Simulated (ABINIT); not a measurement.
Runs of ABINIT 10.8.3 (patched build) on MgO. Symmetry: Fm-3m, No. 225, cubic system. The conventional cell has a = 4.194 Å, b = 4.194 Å, c = 4.194 Å, α = 90.00°, β = 90.00°, γ = 90.00°. Mg (site symmetry m-3m) is surrounded by 6 O at 2.10 Å. O (site symmetry m-3m) is surrounded by 6 Mg at 2.10 Å. The cell is a database's computed one.

```tsv
task	level	potentials or basis	k mesh	cutoff (eV)	smearing	stop of the response cycle (tolvrs)	acoustic sum rule (asr)	most SCF steps	thinning of the exchange mesh (fockdownsampling)	dielectric constant that sets the share	gap on the mesh (eV)	pressure (GPa)
dielectric tensor	PBE	PseudoDojo NC SR PBE v0.4.1 standard	6 × 6 × 6, with 4 shifts	1088	fixed	1e-09	2	-	-	-	-	6.4
single point	PBE	PseudoDojo NC SR PBE v0.4.1 standard	8 × 8 × 8	1088	fermi-dirac 0.05 eV	-	-	-	-	-	4.89	6.4
single point	PBE-EpsX	SPMS NC PBE v1.0	8 × 8 × 8	952	fixed	-	-	60	2 × 2 × 2	3.17844	8.03	-
single point	HSE06	SPMS NC PBE v1.0	8 × 8 × 8	952	fixed	-	-	60	2 × 2 × 2	-	(a)	-
```

Alike in all rows: no spin polarisation; cell as given.

Question: Estimate the missing entries.

Answer: (a) 6.62.

Caveats: the potentials were made for another functional, which shifts forces and pressure (some runs); the cell is more than 3 GPa from zero pressure, which shifts response properties (some runs); Libxc's HSE differs a little from that of other programs (some runs).

